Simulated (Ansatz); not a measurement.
**Si under changes of volume**

One of the cells (20.165 Å³/atom); the others are scaled copies at fixed shape and fractional positions:

```
CELL_PARAMETERS angstrom
0.00000 2.72185 2.72185
2.72185 0.00000 2.72185
2.72185 2.72185 0.00000
ATOMIC_POSITIONS crystal
Si 0.50000 0.50000 0.50000
Si 0.75000 0.75000 0.75000
```

```yaml
Program: Ansatz 0.2.0
Functional: wPBEh
Potentials_or_basis: Ansatz PAW
Cutoff: "420 eV (not typed: the program's choice for these potentials)"
k_mesh: 4 × 4 × 4
Occupations: fermi-dirac, width 0.05 eV
Spin: no spin polarisation
```

| volume (Å³/atom) | energy over the lowest point (meV/atom) | pressure (GPa) | gap on the mesh (eV) |
| --- | --- | --- | --- |
| 18.955 | ? | ? | ? |
| 19.358 | 13.72 | 5.0 | 1.28 |
| 19.761 | 4.06 | 2.7 | 1.32 |
| 20.165 | 0.00 | 0.6 | 1.35 |
| 20.568 | 1.02 | -1.3 | 1.39 |
| 20.971 | 6.63 | -3.1 | 1.42 |
| 21.375 | 16.35 | -4.6 | 1.45 |

Problem. What does the run at 18.955 Å³/atom give?

Solution. Energy over the lowest point 29.61 meV/atom; pressure 7.6 GPa; gap on the mesh 1.23 eV.

Worked out: A Birch-Murnaghan fit of order 3 (a polynomial in V^(-2/3)) to the other rows has its minimum at 20.28 Å³/atom with B0 = V·E''(V) = 98 GPa and B' = 4.2. It gives 29.63 meV/atom at 18.955 Å³/atom, against the run's 29.61, and -dE/dV = 7.7 GPa, against 7.6. A straight line through the other rows of the gap, of slope 1.72 eV per unit of ln V, extrapolates to 1.25 eV, against the run's 1.23.

Energies are extrapolated to zero smearing.

Caveats: all runs use coarse meshes; the PAW data sets come from PBE, with cores solved anew for the run's functional, which leaves a small shift of forces and pressure; the thresholds are loose for stress.

A mesh can miss the band edges.
